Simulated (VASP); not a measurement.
# TePb (Fm-3m) in VASP: further runs, part 2 of 2

VASP 6.6.1. The steps go on from the part before.

### Step 3. Single point, PBE

INCAR reads:

```
SYSTEM = TePb
ADDGRID = .False.
ALGO = Normal
EDIFF = 1E-7
ENCUT = 460
GGA = PE
ISIF = 2
ISMEAR = 0
LASPH = .False.
LCHARG = .False.
LREAL = .False.
LWAVE = .False.
NELM = 100
PREC = Accurate
SIGMA = 0.05
```

KPOINTS reads:

```
k-points
0
Gamma
  5 5 5
  0 0 0
```

POSCAR reads:

```
TePb
1.0
    0.0000000000      3.2310000000      3.2310000000
    3.2310000000      0.0000000000      3.2310000000
    3.2310000000      3.2310000000      0.0000000000
Pb Te
1 1
Direct
    0.0000000000      0.0000000000      0.0000000000
    0.5000000000      0.5000000000      0.5000000000
```

Potentials or basis: VASP PAW PBE potentials, release 64 (Pb_d, Te).

On the command line:

```
$ cat potpaw_PBE.64/Pb_d/POTCAR potpaw_PBE.64/Te/POTCAR > POTCAR
$ mpirun -np 1 vasp_std > vasp.out
```

OUTCAR:

```text
SYSTEM = TePb
   EDIFF = 1E-7
   ENCUT = 460
   GGA = PE
   ISIF = 2
   ISMEAR = 0
   LASPH = .False.
   LREAL = .False.
   NELM = 100
   PREC = Accurate

 Found     10 irreducible k-points:

 Following reciprocal coordinates:
            Coordinates               Weight
  0.000000  0.000000  0.000000      1.000000
  0.200000  0.000000  0.000000      8.000000
  0.400000  0.000000  0.000000      8.000000
  0.200000  0.200000  0.000000      6.000000
  0.400000  0.200000  0.000000     24.000000
 -0.400000  0.200000  0.000000     24.000000
   k-points           NKPTS =     10   k-points in BZ     NKDIM =     10   number of bands    NBANDS=     14
   number of dos      NEDOS =    301   number of ions     NIONS =      2
   total plane-waves  NPLWV =  32768
   dimension x,y,z NGX =    32 NGY =   32 NGZ =   32
   dimension x,y,z NGXF=    64 NGYF=   64 NGZF=   64
   ions per type =               1   1
   NGX,Y,Z   is equivalent  to a cutoff of  11.64, 11.64, 11.64 a.u.
   NGXF,Y,Z  is equivalent  to a cutoff of  23.29, 23.29, 23.29 a.u.
 SYSTEM =  TePb
   PREC   = accura    normal or accurate (medium, high low for compatibility)
   ISTART =      0    job   : 0-new  1-cont  2-samecut
   ICHARG =      2    charge: 1-file 2-atom 10-const
   ISPIN  =      1    spin polarized calculation?
   LNONCOLLINEAR =      F non collinear calculations
   LSORBIT =      F    spin-orbit coupling
   LASPH  =      F    aspherical Exc in radial PAW
   ENCUT  =  460.0 eV  33.81 Ry    5.81 a.u.   7.99  7.99  7.99*2*pi/ulx,y,z
   NELM   =    100;   NELMIN=  2; NELMDL= -5     # of ELM steps
   EDIFF  = 0.1E-06   stopping-criterion for ELM
   LREAL  =      F    real-space projection
   EDIFFG = 0.1E-05   stopping-criterion for IOM
   NSW    =      0    number of steps for IOM
   IBRION =     -1    ionic relax: 0-MD 1-quasi-New 2-CG
   NFREE  =      0    steps in history (QN), initial steepest desc. (CG)
   ISIF   =      2    stress and relaxation
   ISYM   =      2    0-nonsym 1-usesym 2-fastsym
   POTIM  = 0.5000    time-step for ionic-motion
   TEBEG  =    0.0;   TEEND  =   0.0 temperature during run
   PSTRESS=    0.0 pullay stress
   NELECT =      20.0000    total number of electrons
   NUPDOWN=      -1.0000    fix difference up-down
   EMIN   =  10.00;   EMAX   =-10.00  energy-range for DOS
   EFERMI =   0.00;   METHOD = LEGACY
   ISMEAR =     0;   SIGMA  =   0.05  broadening in eV -4-tet -1-fermi 0-gaus
[... 18 lines left out ...]
  volume of cell :       67.46
 maximum number of plane-waves:      1524
   NGX = 15   NGY = 15   NGZ = 15

 number of electron      19.9999992 magnetization

 Free energy of the ion-electron system (eV)
  ---------------------------------------------------
  ext. energy  EPLUGINS =         0.00000000
  ---------------------------------------------------
  free energy    TOTEN  =        -7.50300763 eV

  energy without entropy =       -7.50300763  energy(sigma->0) =       -7.50300763

 E-fermi :   5.6927     XC(G=0):  -9.3016

 val. band max:        5.4620757082   @ k =  -0.2000   0.2000   0.0000
 cond. band min:       6.6690156438   @ k =   0.4000   0.0000   0.0000
 fundamental gap:      1.2069399356
 Fermi energy:         5.6926855334

 k-point     1 :       0.0000    0.0000    0.0000
  band No.  band energies     occupation
      1     -11.0992      2.00000
      2     -11.0992      2.00000
      3     -11.0905      2.00000
      4     -11.0905      2.00000
      5     -11.0905      2.00000
      6      -6.3952      2.00000
      7       0.0287      2.00000
      8       4.2769      2.00000
      9       4.2769      2.00000
     10       4.2769      2.00000
     11       9.7018      0.00000
     12       9.7018      0.00000
     13       9.7018      0.00000
     14      11.4196      0.00000
[... 71 lines left out ...]
      1     -11.1252      2.00000
      2     -11.1084      2.00000
      3     -11.0846      2.00000
      4     -11.0772      2.00000
      5     -11.0726      2.00000
      6      -4.8178      2.00000
      7      -2.7198      2.00000
      8       2.6701      2.00000
      9       4.1267      2.00000
     10       4.5067      2.00000
     11       7.7061      0.00000
     12       7.8407      0.00000
     13       9.7989      0.00000
     14      12.6559      0.00000

 [... further k-points ...]

------------------------ aborting loop because EDIFF is reached ----------------------------------------

  FORCE on cell =-STRESS in cart. coord.  units (eV):
  Direction    XX          YY          ZZ          XY          YZ          ZX
  --------------------------------------------------------------------------------------
  -------------------------------------------------------------------------------------
  Total        0.8936734      0.8936734      0.8936734      0.0000000      0.0000000      0.0000000
  in kB       21.2250423     21.2250423     21.2250423      0.0000000      0.0000000      0.0000000
  external PRESSURE =      21.2250423 kB  Pullay stress =       0.0000000 kB

 VOLUME and BASIS-vectors are now :
 -----------------------------------------------------------------------------
  energy-cutoff  :      460.00
  volume of cell :       67.46
      direct lattice vectors                 reciprocal lattice vectors
     0.000000000  3.231000000  3.231000000    -0.154750851  0.154750851  0.154750851
     3.231000000  0.000000000  3.231000000     0.154750851 -0.154750851  0.154750851
     3.231000000  3.231000000  0.000000000     0.154750851  0.154750851 -0.154750851

 POSITION                                       TOTAL-FORCE (eV/Angst)
 -----------------------------------------------------------------------------------
      0.00000      0.00000      0.00000        -0.000000      0.000000      0.000000
      3.23100      3.23100      3.23100         0.000000     -0.000000     -0.000000
 -----------------------------------------------------------------------------------
    total drift:                                0.000000     -0.000000     -0.000000

  FREE ENERGIE OF THE ION-ELECTRON SYSTEM (eV)
  ---------------------------------------------------
  free  energy   TOTEN  =        -7.5030076347 eV

  energy  without entropy=       -7.5030076347  energy(sigma->0) =       -7.50300763
```

OSZICAR:

```text
N       E                     dE             d eps       ncg     rms          rms(c)
DAV:   1     0.148586180480E+03    0.14859E+03   -0.88381E+03   286   0.127E+03
DAV:   2     0.415889069040E+01   -0.14443E+03   -0.14097E+03   286   0.323E+02
DAV:   3    -0.734275770792E+01   -0.11502E+02   -0.11235E+02   376   0.979E+01
DAV:   4    -0.761726592837E+01   -0.27451E+00   -0.27446E+00   344   0.190E+01
DAV:   5    -0.762440221971E+01   -0.71363E-02   -0.71363E-02   380   0.260E+00    0.341E+00
DAV:   6    -0.750462152538E+01    0.11978E+00   -0.28610E-01   380   0.435E+00    0.215E+00
DAV:   7    -0.750128977804E+01    0.33317E-02   -0.87710E-02   348   0.170E+00    0.912E-01
DAV:   8    -0.750292637826E+01   -0.16366E-02   -0.94816E-03   322   0.113E+00    0.159E-01
DAV:   9    -0.750297393813E+01   -0.47560E-04   -0.10072E-03   380   0.359E-01    0.497E-02
DAV:  10    -0.750299846827E+01   -0.24530E-04   -0.11652E-04   292   0.902E-02    0.251E-02
DAV:  11    -0.750300773579E+01   -0.92675E-05   -0.33182E-05   336   0.492E-02    0.135E-02
DAV:  12    -0.750300795820E+01   -0.22241E-06   -0.20166E-06   340   0.146E-02    0.946E-03
DAV:  13    -0.750300755443E+01    0.40378E-06   -0.32177E-07   328   0.496E-03    0.338E-03
DAV:  14    -0.750300763475E+01   -0.80320E-07   -0.34728E-07   240   0.634E-03
   1 F= -.75030076E+01 E0= -.75030076E+01  d E =-.159746E-11
```

It took 8.4 s on 1 thread of Intel Xeon Platinum 8488C (Sapphire Rapids), shared host; peak memory 0.17 GiB.

These settings aren't checked as converged: the numbers below hold their error.

What came out:

```
Free energy : -7.5030 eV
Pressure    : 2.1 GPa
```

Caveat: this odd mesh misses L, where the gap lies, so gap, dielectric constants and Born charges aren't listed.

### Step 4. Single point, PBE

INCAR is that of step 3.

KPOINTS is that of step 3.

POSCAR reads:

```
TePb
1.0
    0.0000000000      3.2310000000      3.2310000000
    3.2310000000      0.0000000000      3.2310000000
    3.2310000000      3.2310000000      0.0000000000
Pb Te
1 1
Direct
   -0.0068530000      0.0005720000     -0.0056850000
    0.5279490000      0.4690950000      0.5208160000
```

On the command line:

```
$ cat potpaw_PBE.64/Pb_d/POTCAR potpaw_PBE.64/Te/POTCAR > POTCAR
$ mpirun -np 1 vasp_std > vasp.out
```

Wall time 27 s (1 thread of Intel Xeon Platinum 8488C (Sapphire Rapids), shared host); peak memory 0.2 GiB.

The run converged, but some of its settings lie outside the range that counts as converged, so its numbers aren't taken as properties of the crystal.

Results:

```
Free energy            : -7.4893 eV
Pressure               : 2.6 GPa
Largest force          : 0.202 eV/Å
Band gap on the k mesh : 1.23 eV, indirect (least direct gap 1.31 eV)
```

Caveat: spin-orbit coupling is left out, which as a rule narrows the gap of such compounds by several tenths of an eV; an odd mesh through Γ misses points on the zone boundary, where band edges often lie.

### Step 5. Single point, PBE

INCAR reads:

```
SYSTEM = TePb
ADDGRID = .False.
ALGO = Normal
EDIFF = 1E-4
ENCUT = 460
GGA = PE
ISIF = 2
ISMEAR = 0
LASPH = .True.
LCHARG = .False.
LREAL = Auto
LWAVE = .False.
NELM = 100
PREC = Normal
SIGMA = 0.05
```

KPOINTS is that of step 4.

POSCAR reads:

```
TePb
1.0
    0.0000000000      3.2310000000      3.2310000000
    3.2310000000      0.0000000000      3.2310000000
    3.2310000000      3.2310000000      0.0000000000
Pb Te
1 1
Direct
    0.0000000000      0.0000000000      0.0000000000
    0.5000000000      0.5000000000      0.5000000000
```

On the command line:

```
$ cat potpaw_PBE.64/Pb_d/POTCAR potpaw_PBE.64/Te/POTCAR > POTCAR
$ mpirun -np 1 vasp_std > vasp.out
```

Wall time 4.5 s (1 thread of Intel Xeon Platinum 8488C (Sapphire Rapids), shared host); peak memory 0.13 GiB.

The run converged, but some of its settings lie outside the range that counts as converged, so its numbers aren't taken as properties of the crystal.

Results:

* Free energy: -7.5040 eV
* Pressure: 2.2 GPa

Caveat: this odd mesh misses L, where the gap lies, so gap, dielectric constants and Born charges aren't listed.

### Step 6. The reference run

An earlier run on the cell as given: functional PBEsol; potentials or basis VASP PAW PBE potentials, release 64 (Pb_d, Te); cutoff 520 eV; k mesh 7 × 7 × 7; occupations fermi-dirac, width 0.05 eV; no spin polarisation.

* Pressure: -0.4 GPa
